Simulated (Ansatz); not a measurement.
Relaxing In₃P₂

Theory: DFT PBE, scalar-relativistic, plane waves, PAW (Ansatz). Cutoff 420 eV, Γ-centred k mesh, Gaussian smearing, no spin polarisation in the final step.

The start puts In₃P₂ on the anti-corundum structure type (R-3c, No. 167), with P in place of Al, In in place of O, at a guessed volume.

```yaml
crystal:
  lattice:
    - [3.25834, 1.88121, 5.93068]
    - [-3.25834, 1.88121, 5.93068]
    - [0.00000, -3.76241, 5.93068]
  atoms:
    - { symbol: In, position: [0.05625, 0.44375, 0.75000] }
    - { symbol: In, position: [0.75000, 0.05625, 0.44375] }
    - { symbol: In, position: [0.44375, 0.75000, 0.05625] }
    - { symbol: In, position: [0.94375, 0.55625, 0.25000] }
    - { symbol: In, position: [0.25000, 0.94375, 0.55625] }
    - { symbol: In, position: [0.55625, 0.25000, 0.94375] }
    - { symbol: P, position: [0.85218, 0.85218, 0.85218] }
    - { symbol: P, position: [0.64782, 0.64782, 0.64782] }
    - { symbol: P, position: [0.14782, 0.14782, 0.14782] }
    - { symbol: P, position: [0.35218, 0.35218, 0.35218] }
```

Cell and atoms relax at zero pressure; the relaxation can't lower the symmetry of the start. After a coarse first stage the cell is made exact in the group found at 0.06 Å.

Energies over the elements count from the elements' standard structures at the same level, with no empirical corrections.

Task: What does it relax into?

Result: It keeps R-3c (No. 167). The result has the corundum structure. Conventional cell: a = 7.054 Å, c = 18.369 Å. In is coordinated by 4 P at 2.73–2.87 Å; P is coordinated by 6 In at 2.73–2.87 Å.

Space group R-3c:H (No. 167). a = 7.054 Å, b = 7.054 Å, c = 18.369 Å, α = 90.00°, β = 90.00°, γ = 120.00°
| atom | site | symmetry | x | y | z |
| --- | --- | --- | --- | --- | --- |
| In | 18e | .2 | 0.2924 | 0.0000 | 0.2500 |
| P | 12c | 3. | 0.0000 | 0.0000 | 0.3584 |

Task: What are its volume, energy, density and gap?

Result: The volume per atom is 26.38 Å³ and the density is 5.12 g/cm³. The energy over the elements is 0.06 eV/atom and the gap on the 6×6×6 mesh is 0 eV (a metal).

The final run used a 6×6×6 mesh on its 10-atom cell and 0.10 eV smearing. The k mesh leaves about 4 meV/atom of noise in metals. Symmetry constrained the relaxation, so the result can be a saddle point. The steps took about 3 core-minutes in all.